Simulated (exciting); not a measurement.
# W (Im-3m) in exciting: notebook

Aim: see how the results for W move with the level of theory and the settings. Levels: PBEsol, PBE, BLYP. Tasks: band structure, optical spectrum, equation of state.

All numbers are computed with exciting (release sodium); they aren't measurements. Logs are shortened: lines on timing, memory, paths and dates and some standing lists are left out, and cuts for length are marked.

## 1. Starting point

The structure is cubic, space group Im-3m (No. 229). The conventional cell has a = 3.165 Å, b = 3.165 Å, c = 3.165 Å, α = 90.00°, β = 90.00°, γ = 90.00°. W (site symmetry m-3m) is surrounded by 8 W at 2.74 Å.

## 2. Band structure, PBEsol, collinear spin, ferromagnetic start (volume scaled by 1.04)

input.xml

```xml
<input>
  <title>W</title>
  <structure speciespath="./" tshift="false">
    <crystal scale="1">
      <basevect>-3.029547916594 3.029547916594 3.029547916594</basevect>
      <basevect>3.029547916594 -3.029547916594 3.029547916594</basevect>
      <basevect>3.029547916594 3.029547916594 -3.029547916594</basevect>
    </crystal>
    <species speciesfile="W.xml" rmt="2.3">
      <atom coord="0.000000000000 0.000000000000 0.000000000000" bfcmt="0 0 -8"/>
    </species>
  </structure>
  <groundstate do="fromscratch" ngridk="12 12 12" rgkmax="8" gmaxvr="14" lmaxapw="10" lmaxmat="10" lmaxvr="8" xctype="GGA_PBE_SOL" stype="Fermi Dirac" swidth="0.0005" nempty="20" ValenceRelativity="iora*" epsengy="1e-05" epspot="1e-05" maxscl="90" outputlevel="normal">
    <spin reducebf="0.5"/>
  </groundstate>
  <properties>
    <bandstructure>
      <plot1d>
        <path steps="120">
          <point coord="0 0 0" label="G"/>
          <point coord="0.5 -0.5 0.5" label="H"/>
          <point coord="0 0 0.5" label="N"/>
          <point coord="0 0 0" label="G"/>
          <point coord="0.25 0.25 0.25" label="P"/>
          <point coord="0.5 -0.5 0.5" label="H" breakafter="true"/>
          <point coord="0.25 0.25 0.25" label="P"/>
          <point coord="0 0 0.5" label="N"/>
        </path>
      </plot1d>
    </bandstructure>
  </properties>
</input>
```

Potentials or basis: all-electron LAPW+lo, shipped species files, valence relativity iora*.

The run is started by

```bash
$ OMP_NUM_THREADS=1 exciting_smp
```

INFO.OUT:

```text
================================================================================
EXCITING SODIUM started
[... 10 lines left out ...]

 Lattice vectors (cartesian) :
     -3.0295479166      3.0295479166      3.0295479166
      3.0295479166     -3.0295479166      3.0295479166
      3.0295479166      3.0295479166     -3.0295479166

 Reciprocal lattice vectors (cartesian) :
      0.0000000000      1.0369839792      1.0369839792
      1.0369839792      0.0000000000      1.0369839792
      1.0369839792      1.0369839792      0.0000000000

 Unit cell volume                           :     111.2227090404
 Brillouin zone volume                      :       2.2302119377

 Species :    1 (W)
     parameters loaded from                 :    W.xml
     name                                   :    tungsten
     nuclear charge                         :     -74.00000000
     electronic charge                      :      74.00000000
     atomic mass                            :  335119.81910000
     muffin-tin radius                      :       2.30000000
     # of radial points in muffin-tin       :     450

     atomic positions (lattice) :
       1 :   0.00000000  0.00000000  0.00000000

     magnetic fields (cartesian) :
       1 :   0.00000000  0.00000000 -8.00000000

 Total number of atoms per unit cell        :       1

 Spin treatment                             :    spin-polarised
 Global magnetic field (cartesian) :        0.00000000   0.00000000   0.00000000
 collinear magnetisation in z-direction

 Number of Bravais lattice symmetries       :      48
 Number of crystal symmetries               :      48

 k-point grid                               :      12   12   12
 Total number of k-points                   :      72
 k-point set is reduced with crystal symmetries

 R^MT_min * |G+k|_max (rgkmax)              :       8.00000000
 Species with R^MT_min                      :       1 (W)
 Maximum |G+k| for APW functions            :       3.47826087
 Maximum |G| for potential and density      :      14.00000000

 G-vector grid sizes                        :      24    24    24
 Total number of G-vectors                  :    5233

 Maximum angular momentum used for
     APW functions                          :      10
     computing H and O matrix elements      :      10
     potential and density                  :       8
     inner part of muffin-tin               :       2

 Total nuclear charge                       :     -74.00000000
 Total electronic charge                    :      74.00000000
 Total core charge                          :      46.00000000
 Total valence charge                       :      28.00000000

 Number of empty states                     :      20
 Total number of valence states             :      70

 Maximum Hamiltonian size                   :     119
 Maximum number of plane-waves              :      92
 Total number of local-orbitals             :      27

 Exchange-correlation type                  :      22
     PBEsol, Phys. Rev. Lett. 100, 136406 (2008)
     Generalised gradient approximation (GGA)

 Smearing scheme                            :    Fermi-Dirac
 Smearing width                             :       0.00050000

 Using multisecant Broyden potential mixing
[... 16 lines left out ...]
+ SCF iteration number :    1                                                  +
++++++++++++++++++++++++++++++++++++++++++++++++++++++++++++++++++++++++++++++++
 Total energy                               :    -16145.53319593
 _______________________________________________________________
 Fermi energy                               :         0.55266253
 Kinetic energy                             :     18217.48362247
 Coulomb energy                             :    -34042.68008343
 Exchange energy                            :      -315.29492092
 Correlation energy                         :        -5.04181406
 No external B-field energy in total energy

 DOS at Fermi energy (states/Ha/cell)       :        12.80331224

 Electron charges :
     core                                   :        46.00000000
     core leakage                           :         0.00000538
     valence                                :        28.00000000
     interstitial                           :         2.89270242
     charge in muffin-tin spheres :
                  atom     1     W          :        71.10729758
     total charge in muffin-tins            :        71.10729758
     total charge                           :        74.00000000

 Moments :
     interstitial                           :        -0.00359461
     moment in muffin-tin spheres :
                  atom     1     W          :         0.19388140
     total moment in muffin-tins            :         0.19388140
     total moment                           :         0.19028679

++++++++++++++++++++++++++++++++++++++++++++++++++++++++++++++++++++++++++++++++
+ SCF iteration number :    2                                                  +
++++++++++++++++++++++++++++++++++++++++++++++++++++++++++++++++++++++++++++++++
 Total energy                               :    -16155.13105949
 _______________________________________________________________
 Fermi energy                               :         0.54243465
 Kinetic energy                             :     18211.89929602
 Coulomb energy                             :    -34046.52602538
 Exchange energy                            :      -315.46125505
 Correlation energy                         :        -5.04307508
 No external B-field energy in total energy

 DOS at Fermi energy (states/Ha/cell)       :        20.26468016

 Electron charges :
     core                                   :        46.00000000
     core leakage                           :         0.00000520
     valence                                :        28.00000000
     interstitial                           :         2.83774159
     charge in muffin-tin spheres :
                  atom     1     W          :        71.16225841
     total charge in muffin-tins            :        71.16225841
     total charge                           :        74.00000000

 Moments :
     interstitial                           :        -0.00195424
     moment in muffin-tin spheres :
                  atom     1     W          :         0.11338129
     total moment in muffin-tins            :         0.11338129
     total moment                           :         0.11142705

 RMS change in effective potential (target) :  0.238257E-01  ( 0.100000E-04)
 Absolute change in total energy   (target) :   9.59786      ( 0.100000E-04)
 Charge distance                   (target) :  0.189402E-02  ( 0.100000E-04)

++++++++++++++++++++++++++++++++++++++++++++++++++++++++++++++++++++++++++++++++
+ SCF iteration number :    3                                                  +
++++++++++++++++++++++++++++++++++++++++++++++++++++++++++++++++++++++++++++++++
 Total energy                               :    -16158.92001909
 _______________________________________________________________
 Fermi energy                               :         0.53392308
 Kinetic energy                             :     18209.30719089
 Coulomb energy                             :    -34047.66350007
 Exchange energy                            :      -315.52021009
 Correlation energy                         :        -5.04349982
 No external B-field energy in total energy
[... 433 lines left out ...]
 Moments :
     interstitial                           :         0.00000544
     moment in muffin-tin spheres :
                  atom     1     W          :         0.00003688
     total moment in muffin-tins            :         0.00003688
     total moment                           :         0.00004232

 RMS change in effective potential (target) :  0.160467E-06  ( 0.100000E-04)
 Absolute change in total energy   (target) :  0.555526E-05  ( 0.100000E-04)
 Charge distance                   (target) :  0.114731E-08  ( 0.100000E-04)

++++++++++++++++++++++++++++++++++++++++++++++++++++++++++++++++++++++++++++++++
+ SCF iteration number :   16                                                  +
++++++++++++++++++++++++++++++++++++++++++++++++++++++++++++++++++++++++++++++++
 Total energy                               :    -16161.39781129
 _______________________________________________________________
 Fermi energy                               :         0.52148011
 Kinetic energy                             :     18206.85817926
 Coulomb energy                             :    -34047.67113018
 Exchange energy                            :      -315.54126055
 Correlation energy                         :        -5.04359982
 No external B-field energy in total energy

 DOS at Fermi energy (states/Ha/cell)       :        18.52442175

 Electron charges :
     core                                   :        46.00000000
     core leakage                           :         0.00000511
     valence                                :        28.00000000
     interstitial                           :         2.76930727
     charge in muffin-tin spheres :
                  atom     1     W          :        71.23069273
     total charge in muffin-tins            :        71.23069273
     total charge                           :        74.00000000

 Moments :
     interstitial                           :         0.00000287
     moment in muffin-tin spheres :
                  atom     1     W          :         0.00001940
     total moment in muffin-tins            :         0.00001940
     total moment                           :         0.00002226

 RMS change in effective potential (target) :  0.962842E-07  ( 0.100000E-04)
 Absolute change in total energy   (target) :  0.121477E-05  ( 0.100000E-04)
 Charge distance                   (target) :  0.538460E-09  ( 0.100000E-04)

++++++++++++++++++++++++++++++++++++++++++++++++++++++++++++++++++++++++++++++++
| Convergency criteria checked for the last 2 iterations                       +
| Convergence targets achieved. Performing final SCF iteration                 +
++++++++++++++++++++++++++++++++++++++++++++++++++++++++++++++++++++++++++++++++
 Total energy                               :    -16161.39781206
 _______________________________________________________________
 Fermi energy                               :         0.52148011
 Kinetic energy                             :     18206.85817861
 Coulomb energy                             :    -34047.67113028
 Exchange energy                            :      -315.54126057
 Correlation energy                         :        -5.04359982
 No external B-field energy in total energy

 DOS at Fermi energy (states/Ha/cell)       :        18.52444611

 Electron charges :
     core                                   :        46.00000000
     core leakage                           :         0.00000511
     valence                                :        28.00000000
     interstitial                           :         2.76930725
     charge in muffin-tin spheres :
                  atom     1     W          :        71.23069275
     total charge in muffin-tins            :        71.23069275
     total charge                           :        74.00000000

 Moments :
     interstitial                           :         0.00000123
     moment in muffin-tin spheres :
                  atom     1     W          :         0.00000846
     total moment in muffin-tins            :         0.00000846
     total moment                           :         0.00000969

++++++++++++++++++++++++++++++++++++++++++++++++++++++++++++++++++++++++++++++++
[... 7 lines left out ...]

--------------------------------------------------------------------------------
- CAUTION! Warnings have been written in file WARNING.OUT !                    -
--------------------------------------------------------------------------------
================================================================================
| EXCITING SODIUM stopped                                                      =
================================================================================
```

Run time: 90 s. Hardware: 1 thread of Arm Neoverse V1, shared host; peak memory 0.1 GiB.

What came out:

```yaml
Band_gap_on_the_k_mesh: none (metal or under the smearing width)
Net_moment: 0.00 μB per cell
All_electrons_inside_the_program's_atomic_spheres: W 71.23 (radii W 2.3 bohr)
```

Levels at the corners of the path, in eV from the Fermi level:
Spin up:
```
point  band 12  band 13  band 14  band 15  band 16  band 17
    Γ    -9.31    -1.07    -1.07    -1.07     2.24     2.24
    H    -5.43    -5.43     5.01     5.01     5.01     8.10
    N    -5.92    -3.28     0.72     2.13     3.06     5.96
    Γ    -9.31    -1.07    -1.07    -1.07     2.24     2.24
    P    -2.75    -2.75    -2.75     3.21     3.21     6.31
    H    -5.43    -5.43     5.01     5.01     5.01     8.10
    P    -2.75    -2.75    -2.75     3.21     3.21     6.31
    N    -5.92    -3.28     0.72     2.13     3.06     5.96
```
Spin down:
```tsv
point	band 12	band 13	band 14	band 15	band 16	band 17
Γ	-9.31	-1.07	-1.07	-1.07	2.24	2.24
H	-5.43	-5.43	5.01	5.01	5.01	8.10
N	-5.92	-3.28	0.72	2.13	3.06	5.96
Γ	-9.31	-1.07	-1.07	-1.07	2.24	2.24
P	-2.75	-2.75	-2.75	3.21	3.21	6.31
H	-5.43	-5.43	5.01	5.01	5.01	8.10
P	-2.75	-2.75	-2.75	3.21	3.21	6.31
N	-5.92	-3.28	0.72	2.13	3.06	5.96
```

Caveat: spin-orbit coupling is left out, which moves the levels of the heavy elements.

(Continued in part 2 of 3.)
